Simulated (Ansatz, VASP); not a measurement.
## In in VASP and in Ansatz

```
CELL_PARAMETERS angstrom
-1.62547 1.62547 2.47370
1.62547 -1.62547 2.47370
1.62547 1.62547 -2.47370
ATOMIC_POSITIONS crystal
In 0.00000 0.00000 0.00000
```

Alike in both runs: task relaxation of cell and atoms; functional revPBE; dispersion D3(BJ); k mesh 11 × 11 × 11; occupations fermi-dirac, width 0.05 eV; no spin polarisation.

|  | VASP | Ansatz |
| --- | --- | --- |
| version | VASP 6.6.1 | Ansatz 0.2.0 |
| potentials or method | VASP PAW PBE potentials, release 64 (In_d) | Ansatz PAW |
| plane-wave cutoff (eV) | 600 | 420 |
| valence electrons in the cell | 13 | 13 |

|  | VASP | Ansatz | Ansatz less VASP |
| --- | --- | --- | --- |
| gap on the k mesh at the Fermi level, each at its own relaxed structure (eV) | none | none | - |
| relaxed volume (Å³/atom) | 25.71 | 25.68 | -0.033 |
| relaxed cell length with the largest relative difference (Å) | 3.335 | 3.333 | -0.0020 |
| energy change over the relaxation (meV/atom) | -3 | -3 | -0.1 |

A gap of «none» marks a metal or a gap that the smearing closes.

Caveats: pairwise dispersion overbinds metals, which lowers pressure and volume; the PAW data sets were made with another functional, which shifts forces and pressure a little (VASP); the plane-wave basis is chosen anew once the cell has moved, so the energies of steps on either side of that aren't comparable (Ansatz); the PAW data sets come from PBE, with cores solved anew for the run's functional, which leaves a small shift of forces and pressure (Ansatz).
